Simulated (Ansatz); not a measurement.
Crystal: MgO, rock salt type, 2 atoms in the cell.

The calculation used HSE06, plane waves, PAW datasets (earlier set, tuned by hand) in Ansatz.

Cutoff 930 eV; exchange singularity: regularized; k-mesh 4×4×4 Γ-centred; Fermi–Dirac smearing of 0.05 eV; no spin polarisation.

| V (Å³/atom) | a (Å) | E − E(min) (meV/atom) | P (GPa) |
| --- | --- | --- | --- |
| 8.828 | 4.1335 | 11.48 | 9.17 |
| 9.116 | 4.1780 | 0.65 | 3.05 |
| 9.404 | 4.2215 | 0.00 | -2.18 |
| 9.692 | 4.2641 | 8.05 | -6.65 |
| 9.980 | 4.3059 | 23.52 | -10.48 |

(1) Fit a third-order Birch–Murnaghan equation of state to the energies.

## Answers

(1) V₀ = 9.278 Å³/atom (a₀ = 4.203 Å), B₀ = 167 GPa, B₀′ = 4.09.

The stress includes the program's correction for the finite plane-wave basis.

The k-mesh is coarse, so these values belong to this mesh and can lie far from the converged ones.
